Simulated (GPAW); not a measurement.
The system is CdF2.

```
Cd F
1.0
     0.00000    2.69400    2.69400
     2.69400    0.00000    2.69400
     2.69400    2.69400    0.00000
Cd F
1 2
Cartesian
  0.0000 0.0000 0.0000
  4.0410 4.0410 4.0410
  1.3470 1.3470 1.3470
```

* Program: GPAW 26.7.0
* Task: single point
* Functional: PBE
* Potentials or basis: GPAW PAW data sets (gpaw-data 1.2.1)
* Cutoff: 800 eV
* Basis: pw
* k mesh: 9 × 9 × 9
* Occupations: fermi-dirac, width 0.05 eV
* Spin: no spin polarisation

On this cell: pressure 3.6 GPa; largest force zero by symmetry; band gap on the k mesh 3.10 eV, indirect (least direct gap 3.54 eV).

The same run follows on a disturbed copy (atoms moved at random, drawn with an rms of 0.05 Å):

```
Cd F
1.0
     0.00000    2.69400    2.69400
     2.69400    0.00000    2.69400
     2.69400    2.69400    0.00000
Cd F
1 2
Direct
  0.00158 0.99951 0.01010
  0.76521 0.75266 0.74915
  0.27464 0.23776 0.23702
```

What does the disturbed cell give?

The energy moves by +7.3 meV/atom; pressure 3.9 GPa; largest force 0.404 eV/Å; band gap on the k mesh 3.08 eV, indirect (least direct gap 3.48 eV).

Forces in eV/Å, atoms in the order of the input:
```
Cd  -0.299  0.045  0.202
F   -0.101 -0.021 -0.147
F    0.399 -0.025 -0.055
```

Stress tensor (GPa, compression positive):
```
 4.00  0.10 -0.16
 0.10  3.95  0.71
-0.16  0.71  3.89
```

Caveats: an odd mesh through Γ misses points on the zone boundary, where band edges often lie.
